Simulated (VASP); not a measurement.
# HgH (Pm-3m) in VASP: a series of runs

One crystal, HgH, is run at these levels: PBE; tasks: single point.

Everything below comes from runs of VASP 6.6.1. Logs are shortened: lines on timing, memory, paths and dates and some standing lists are left out, and cuts for length are marked.

## 1. The crystal as given

Symmetry: Pm-3m, No. 221, cubic system. The conventional cell has a = 3.114 Å, b = 3.114 Å, c = 3.114 Å, α = 90.00°, β = 90.00°, γ = 90.00°. Around H (site symmetry m-3m) lie 8 Hg at 2.70 Å. Hg (site symmetry m-3m) is surrounded by 8 H at 2.70 Å.

The cell was built by a generator and needn't be a form met in nature.

## 2. Single point, PBE

Contents of INCAR:

```
SYSTEM = HgH
PREC = Accurate
ENCUT = 520
EDIFF = 1E-6
ISMEAR = 0
SIGMA = 0.1516
LREAL = .False.
LASPH = .True.
NELM = 60
ALGO = Normal
ISIF = 2
LWAVE = .False.
LCHARG = .True.
GGA = PE
LELF = .True.
LVHAR = .True.
NBANDS = 14
```

Contents of KPOINTS:

```
Automatic mesh
0
Gamma
  6 6 6
  0 0 0
```

Contents of POSCAR:

```
HgH
1.0
    3.1143500000      0.0000000000      0.0000000000
    0.0000000000      3.1143500000      0.0000000000
    0.0000000000      0.0000000000      3.1143500000
H Hg
1 1
Direct
    0.5000000000      0.5000000000      0.5000000000
    0.0000000000      0.0000000000      0.0000000000
```

Potentials or basis: VASP PAW PBE potentials, release 64 (H, Hg).

Run with:

```console
$ cat potpaw_PBE.64/H/POTCAR potpaw_PBE.64/Hg/POTCAR > POTCAR
$ mpirun -np 1 vasp_std > vasp.out
```

OUTCAR:

```text
SYSTEM = HgH
   PREC = Accurate
   ENCUT = 520
   EDIFF = 1E-6
   ISMEAR = 0
   LREAL = .False.
   LASPH = .True.
   NELM = 60
   ISIF = 2
   GGA = PE

 ion  position               nearest neighbor table
   1  0.500  0.500  0.500-
   2  0.000  0.000  0.000-

  LATTYP: Found a simple cubic cell.
 ALAT       =     3.1143500000

  Lattice vectors:

 A1 = (   3.1143500000,   0.0000000000,   0.0000000000)
 A2 = (   0.0000000000,   3.1143500000,   0.0000000000)
 A3 = (   0.0000000000,   0.0000000000,   3.1143500000)

Analysis of symmetry for initial positions (statically):
=====================================================================
 Subroutine PRICEL returns:
 Original cell was already a primitive cell.

 Routine SETGRP: Setting up the symmetry group for a
 simple cubic supercell.

 Subroutine GETGRP returns: Found 48 space group operations
 (whereof 48 operations were pure point group operations)
 out of a pool of 48 trial point group operations.

The static configuration has the point symmetry O_h .

Analysis of symmetry for dynamics (positions and initial velocities):
=====================================================================
 Subroutine PRICEL returns:
 Original cell was already a primitive cell.

 Routine SETGRP: Setting up the symmetry group for a
 simple cubic supercell.

 Subroutine GETGRP returns: Found 48 space group operations
 (whereof 48 operations were pure point group operations)
 out of a pool of 48 trial point group operations.

The dynamic configuration has the point symmetry O_h .

 Subroutine INISYM returns: Found 48 space group operations
 (whereof 48 operations are pure point group operations),
 and found     1 'primitive' translations

----------------------------------------------------------------------------------------

                                     Primitive cell

  volume of cell :      30.2066

  direct lattice vectors                    reciprocal lattice vectors
     3.114350000  0.000000000  0.000000000     0.321094289  0.000000000  0.000000000
     0.000000000  3.114350000  0.000000000     0.000000000  0.321094289  0.000000000
     0.000000000  0.000000000  3.114350000     0.000000000  0.000000000  0.321094289

  length of vectors
     3.114350000  3.114350000  3.114350000     0.321094289  0.321094289  0.321094289

  position of ions in fractional coordinates (direct lattice)
     0.500000000  0.500000000  0.500000000
     0.000000000  0.000000000  0.000000000

  ion indices of the primitive-cell ions
   primitive index   ion index
                 1           1
                 2           2

----------------------------------------------------------------------------------------

 KPOINTS: Automatic mesh

Automatic generation of k-mesh.
 Grid dimensions read from file:
 generate k-points for:    6    6    6

 Generating k-lattice:

  Cartesian coordinates                     Fractional coordinates (reciprocal lattice)
     0.053515715  0.000000000  0.000000000     0.166666667  0.000000000  0.000000000
     0.000000000  0.053515715  0.000000000     0.000000000  0.166666667  0.000000000
     0.000000000  0.000000000  0.053515715     0.000000000  0.000000000  0.166666667

  Length of vectors
     0.053515715  0.053515715  0.053515715

  Shift w.r.t. Gamma in fractional coordinates (k-lattice)
     0.000000000  0.000000000  0.000000000

 Subroutine IBZKPT returns following result:
 ===========================================

 Found     20 irreducible k-points:

 Following reciprocal coordinates:
            Coordinates               Weight
  0.000000  0.000000  0.000000      1.000000
  0.166667  0.000000  0.000000      6.000000
  0.333333  0.000000  0.000000      6.000000
  0.500000  0.000000  0.000000      3.000000
  0.166667  0.166667  0.000000     12.000000
  0.333333  0.166667  0.000000     24.000000
[... 12 lines left out ...]
  0.500000  0.500000  0.333333      6.000000
  0.500000  0.500000  0.500000      1.000000
   k-points           NKPTS =     20   k-points in BZ     NKDIM =     20   number of bands    NBANDS=     14
   number of dos      NEDOS =    301   number of ions     NIONS =      2
   total plane-waves  NPLWV =  13824
   dimension x,y,z NGX =    24 NGY =   24 NGZ =   24
   dimension x,y,z NGXF=    48 NGYF=   48 NGZF=   48
   ions per type =               1   1
   NGX,Y,Z   is equivalent  to a cutoff of  12.81, 12.81, 12.81 a.u.
   NGXF,Y,Z  is equivalent  to a cutoff of  25.62, 25.62, 25.62 a.u.
 SYSTEM =  HgH
   PREC   = accura    normal or accurate (medium, high low for compatibility)
   ISTART =      0    job   : 0-new  1-cont  2-samecut
   ICHARG =      2    charge: 1-file 2-atom 10-const
   ISPIN  =      1    spin polarized calculation?
   LNONCOLLINEAR =      F non collinear calculations
   LSORBIT =      F    spin-orbit coupling
   LASPH  =      T    aspherical Exc in radial PAW
   ENCUT  =  520.0 eV  38.22 Ry    6.18 a.u.   5.79  5.79  5.79*2*pi/ulx,y,z
   NELM   =     60;   NELMIN=  2; NELMDL= -5     # of ELM steps
   EDIFF  = 0.1E-05   stopping-criterion for ELM
   LREAL  =      F    real-space projection
   EDIFFG = 0.1E-04   stopping-criterion for IOM
   NSW    =      0    number of steps for IOM
   IBRION =     -1    ionic relax: 0-MD 1-quasi-New 2-CG
   NFREE  =      0    steps in history (QN), initial steepest desc. (CG)
   ISIF   =      2    stress and relaxation
   ISYM   =      2    0-nonsym 1-usesym 2-fastsym
   POTIM  = 0.5000    time-step for ionic-motion
   TEBEG  =    0.0;   TEEND  =   0.0 temperature during run
   PSTRESS=    0.0 pullay stress
   NELECT =      13.0000    total number of electrons
   NUPDOWN=      -1.0000    fix difference up-down
   EMIN   =  10.00;   EMAX   =-10.00  energy-range for DOS
   EFERMI =   0.00;   METHOD = LEGACY
   ISMEAR =     0;   SIGMA  =   0.15  broadening in eV -4-tet -1-fermi 0-gaus
   EFERMI_NEDOS =   21; number of points for ismear=-14 and -15
   IALGO  =     38    algorithm
   IMIX   =      4    mixing-type and parameters
     AMIX     =   0.40;   BMIX     =  1.00
     AMIX_MAG =   1.60;   BMIX_MAG =  1.00
  volume/ion in A,a.u.               =      15.10       101.92
  Fermi-wavevector in a.u.,A,eV,Ry     =   1.236010  2.335720 20.785891  1.527720
  Thomas-Fermi vector in A             =   2.370636
   LORBIT       =      0    0 simple, 1 ext, 2 COOP (PROOUT), +10 PAW based schemes
   GGA     = PE    functional components
   LHFCALC =     F    Hartree Fock is set to
   AEXX    =    0.0000 exact exchange contribution
   IVDW    =     0    specifies the selected vdW correction
   LEPSILON=     F    determine dielectric tensor
   LRPA    =     F    only Hartree local field effects (RPA)
 non-spin polarized calculation
 Gauss-broadening in eV      SIGMA  =   0.15
  energy-cutoff  :      520.00
  volume of cell :       30.21
 maximum number of plane-waves:       840
 NGX is ok and might be reduce to    24
   NGX = 11   NGY = 11   NGZ = 11

 number of electron      12.9999995 magnetization

 Free energy of the ion-electron system (eV)
  ---------------------------------------------------
  ext. energy  EPLUGINS =         0.00000000
  ---------------------------------------------------
  free energy    TOTEN  =        -1.80213402 eV

  energy without entropy =       -1.79041168  energy(sigma->0) =       -1.79627285

 E-fermi :   1.3767     XC(G=0): -10.3158

 val. band max:        1.2799482922   @ k =   0.5000   0.3333   0.3333
 cond. band min:       1.4537775043   @ k =   0.3333   0.1667   0.1667
 fundamental gap:      0.1738292121
 Fermi energy:         1.3767299914

 k-point     1 :       0.0000    0.0000    0.0000
  band No.  band energies     occupation
      1      -7.2601      2.00000
      2      -5.9221      2.00000
      3      -5.9221      2.00000
      4      -4.2400      2.00000
      5      -4.2400      2.00000
      6      -4.2400      2.00000
      7       4.7439      0.00000
      8      10.2514      0.00000
      9      10.2514      0.00000
     10      10.2514      0.00000
     11      15.4778      0.00000
     12      15.4778      0.00000
     13      24.2722      0.00000
     14      24.2722      0.00000

 k-point     2 :       0.1667    0.0000    0.0000
  band No.  band energies     occupation
      1      -6.8087      2.00000
      2      -5.8860      2.00000
      3      -5.6535      2.00000
      4      -4.3821      2.00000
      5      -4.3821      2.00000
      6      -4.2277      2.00000
      7       3.5068      0.00000
      8       9.3516      0.00000
      9      10.9053      0.00000
     10      10.9053      0.00000
     11      15.3849      0.00000
     12      18.0880      0.00000
     13      22.1243      0.00000
     14      22.5670      0.00000

 k-point     3 :       0.3333    0.0000    0.0000
  band No.  band energies     occupation
      1      -5.9629      2.00000
      2      -5.8128      2.00000
      3      -4.6508      2.00000
      4      -4.6508      2.00000
      5      -4.5852      2.00000
      6      -4.2029      2.00000
      7       0.7696      2.00000
      8       8.6695      0.00000
      9      12.6253      0.00000
     10      12.6253      0.00000
     11      15.1630      0.00000
     12      18.5672      0.00000
     13      19.4400      0.00000
     14      19.4400      0.00000
[... 256 lines left out ...]
 k-point    19 :       0.5000    0.5000    0.3333
  band No.  band energies     occupation
      1      -5.6953      2.00000
      2      -5.3527      2.00000
      3      -5.3527      2.00000
      4      -4.2100      2.00000
      5      -3.7322      2.00000
      6       0.8200      2.00000
      7       3.0835      0.00000
      8       4.9067      0.00000
      9       4.9067      0.00000
     10       9.6906      0.00000
     11      11.6198      0.00000
     12      12.4976      0.00000
     13      12.4976      0.00000
     14      25.5453      0.00000

 k-point    20 :       0.5000    0.5000    0.5000
  band No.  band energies     occupation
      1      -5.5420      2.00000
      2      -5.5420      2.00000
      3      -5.5420      2.00000
      4      -3.7242      2.00000
      5      -3.7242      2.00000
      6       0.6867      2.00000
      7       5.1865      0.00000
      8       6.0115      0.00000
      9       6.0115      0.00000
     10       6.0115      0.00000
     11      10.8870      0.00000
     12      10.8870      0.00000
     13      10.8870      0.00000
     14      26.9389      0.00000

------------------------ aborting loop because EDIFF is reached ----------------------------------------

  FORCE on cell =-STRESS in cart. coord.  units (eV):
  Direction    XX          YY          ZZ          XY          YZ          ZX
  --------------------------------------------------------------------------------------
  -------------------------------------------------------------------------------------
  Total       -0.3424613     -0.3424613     -0.3424613      0.0000000      0.0000000      0.0000000
  in kB      -18.1643466    -18.1643466    -18.1643466      0.0000000      0.0000000      0.0000000
  external PRESSURE =     -18.1643466 kB  Pullay stress =       0.0000000 kB

 VOLUME and BASIS-vectors are now :
 -----------------------------------------------------------------------------
  energy-cutoff  :      520.00
  volume of cell :       30.21
      direct lattice vectors                 reciprocal lattice vectors
     3.114350000  0.000000000  0.000000000     0.321094289  0.000000000  0.000000000
     0.000000000  3.114350000  0.000000000     0.000000000  0.321094289  0.000000000
     0.000000000  0.000000000  3.114350000     0.000000000  0.000000000  0.321094289

 POSITION                                       TOTAL-FORCE (eV/Angst)
 -----------------------------------------------------------------------------------
      1.55717      1.55717      1.55717         0.000000      0.000000      0.000000
      0.00000      0.00000      0.00000         0.000000      0.000000      0.000000
 -----------------------------------------------------------------------------------
    total drift:                                0.000000      0.000000      0.000000

  FREE ENERGIE OF THE ION-ELECTRON SYSTEM (eV)
  ---------------------------------------------------
  free  energy   TOTEN  =        -1.8021340210 eV

  energy  without entropy=       -1.7904116793  energy(sigma->0) =       -1.79627285
```

Run time: 3 s. Hardware: 1 thread of Intel Xeon 6975P-C (Granite Rapids), shared host; peak memory 0.13 GiB.

Results:

```
Free energy            : -1.8021 eV
Pressure               : -1.8 GPa
Band gap on the k mesh : none (metal or under the smearing width)
```

## 3. Single point, PBE

Contents of INCAR:

```
SYSTEM = HgH
PREC = Accurate
ENCUT = 520
EDIFF = 1E-7
ISMEAR = 0
SIGMA = 0.1516
LREAL = .False.
LASPH = .True.
NELM = 80
ALGO = Normal
ISIF = 2
LWAVE = .False.
LCHARG = .False.
GGA = PE
NBANDS = 14
```

Contents of KPOINTS:

```
Automatic mesh
0
Gamma
  6 6 6
  0.5 0.5 0.5
```

POSCAR is that of step 2.

Potentials or basis: VASP PAW PBE potentials, release 64 (H, Hg).

Run with:

```console
$ cat potpaw_PBE.64/H/POTCAR potpaw_PBE.64/Hg/POTCAR > POTCAR
$ mpirun -np 1 vasp_std > vasp.out
```

OUTCAR:

```text
SYSTEM = HgH
   PREC = Accurate
   ENCUT = 520
   EDIFF = 1E-7
   ISMEAR = 0
   LREAL = .False.
   LASPH = .True.
   NELM = 80
   ISIF = 2
   GGA = PE

 ion  position               nearest neighbor table
   1  0.500  0.500  0.500-
   2  0.000  0.000  0.000-

  LATTYP: Found a simple cubic cell.
 ALAT       =     3.1143500000

  Lattice vectors:

 A1 = (   3.1143500000,   0.0000000000,   0.0000000000)
 A2 = (   0.0000000000,   3.1143500000,   0.0000000000)
 A3 = (   0.0000000000,   0.0000000000,   3.1143500000)

Analysis of symmetry for initial positions (statically):
=====================================================================
 Subroutine PRICEL returns:
 Original cell was already a primitive cell.

 Routine SETGRP: Setting up the symmetry group for a
 simple cubic supercell.

 Subroutine GETGRP returns: Found 48 space group operations
 (whereof 48 operations were pure point group operations)
 out of a pool of 48 trial point group operations.

The static configuration has the point symmetry O_h .
[... 157 lines left out ...]
      1      -6.9039      2.00000
      2      -5.7827      2.00000
      3      -5.7827      2.00000
      4      -4.2869      2.00000
      5      -4.2784      2.00000
      6      -4.2784      2.00000
      7       3.9893      0.00000
      8       9.4919      0.00000
      9       9.4919      0.00000
     10      11.6078      0.00000
     11      16.5814      0.00000
     12      16.5814      0.00000
     13      22.3550      0.00000
     14      22.4457      0.00000
[... 139 lines left out ...]
      1      -5.5361      2.00000
      2      -5.4166      2.00000
      3      -5.4166      2.00000
      4      -3.8871      2.00000
      5      -3.8871      2.00000
      6       0.6577      2.00000
      7       2.7071      0.00000
      8       6.1141      0.00000
      9       6.1141      0.00000
     10       7.6797      0.00000
     11      11.4898      0.00000
     12      11.4898      0.00000
     13      12.9625      0.00000
     14      26.0760      0.00000

------------------------ aborting loop because EDIFF is reached ----------------------------------------

  FORCE on cell =-STRESS in cart. coord.  units (eV):
  Direction    XX          YY          ZZ          XY          YZ          ZX
  --------------------------------------------------------------------------------------
  -------------------------------------------------------------------------------------
  Total       -0.2767683     -0.2767683     -0.2767683      0.0000000     -0.0000000      0.0000000
  in kB      -14.6799530    -14.6799530    -14.6799530      0.0000000     -0.0000000      0.0000000
  external PRESSURE =     -14.6799530 kB  Pullay stress =       0.0000000 kB

 VOLUME and BASIS-vectors are now :
 -----------------------------------------------------------------------------
  energy-cutoff  :      520.00
  volume of cell :       30.21
      direct lattice vectors                 reciprocal lattice vectors
     3.114350000  0.000000000  0.000000000     0.321094289  0.000000000  0.000000000
     0.000000000  3.114350000  0.000000000     0.000000000  0.321094289  0.000000000
     0.000000000  0.000000000  3.114350000     0.000000000  0.000000000  0.321094289

 POSITION                                       TOTAL-FORCE (eV/Angst)
 -----------------------------------------------------------------------------------
      1.55717      1.55717      1.55717         0.000000      0.000000      0.000000
      0.00000      0.00000      0.00000         0.000000      0.000000      0.000000
 -----------------------------------------------------------------------------------
    total drift:                                0.000000      0.000000      0.000000

  FREE ENERGIE OF THE ION-ELECTRON SYSTEM (eV)
  ---------------------------------------------------
  free  energy   TOTEN  =        -1.8674081906 eV

  energy  without entropy=       -1.8561718931  energy(sigma->0) =       -1.86179004
```

Run time: 2.1 s. Hardware: 1 thread of Intel Xeon 6975P-C (Granite Rapids), shared host; peak memory 0.13 GiB.

What came out:

* Free energy: -1.8674 eV
* Pressure: -1.5 GPa
* Band gap on the k mesh: none (metal or under the smearing width)

Levels at points of the mesh, in eV from the Fermi level:
| k point | band 2 | band 3 | band 4 | band 5 | band 6 | band 7 | band 8 | band 9 | band 10 | band 11 |
| --- | --- | --- | --- | --- | --- | --- | --- | --- | --- | --- |
| (0.08, 0.08, 0.08) | -7.24 | -7.24 | -5.75 | -5.74 | -5.74 | 2.53 | 8.03 | 8.03 | 10.15 | 15.12 |

The run has no spin-orbit coupling, so splittings on Hg are missing.

## 4. Single point, PBE

Contents of INCAR:

```
SYSTEM = HgH
PREC = Accurate ; ENCUT = 520
EDIFF = 1E-6 ; ISMEAR = 0
SIGMA = 0.1516 ; LREAL = .FALSE.
LASPH = .TRUE. ; NELM = 60
ALGO = Normal ; ISIF = 2
LWAVE = .FALSE. ; LCHARG = .TRUE.
GGA = PE ; LELF = .TRUE.
LVHAR = .TRUE. ; NBANDS = 14
```

Contents of KPOINTS:

```
regular mesh
0
G
  6 6 6
  0 0 0
```

POSCAR is that of step 3.

Run with:

```console
$ cat potpaw_PBE.64/H/POTCAR potpaw_PBE.64/Hg/POTCAR > POTCAR
$ mpirun -np 1 vasp_std > vasp.out
```

Run time: 2.9 s. Hardware: 1 thread of Intel Xeon 6975P-C (Granite Rapids), shared host; peak memory 0.14 GiB.

It converged, with:

```
Free energy            : -1.8021 eV
Pressure               : -1.8 GPa
Band gap on the k mesh : none (metal or under the smearing width)
```

Levels at points of the mesh, in eV from the Fermi level:
```
           k point  band 2  band 3  band 4  band 5  band 6  band 7  band 8  band 9  band 10  band 11
(0.00, 0.00, 0.00)   -7.30   -7.30   -5.62   -5.62   -5.62    3.37    8.87    8.87     8.87    14.10
(0.50, 0.00, 0.00)   -7.02   -6.16   -6.16   -5.57   -4.34   -2.84    7.06   12.82    12.82    13.66
(0.50, 0.50, 0.00)   -6.91   -6.06   -6.06   -5.13   -0.23    0.34    1.33    1.33    15.46    16.28
(0.50, 0.50, 0.50)   -6.92   -6.92   -5.10   -5.10   -0.69    3.81    4.63    4.63     4.63     9.51
```
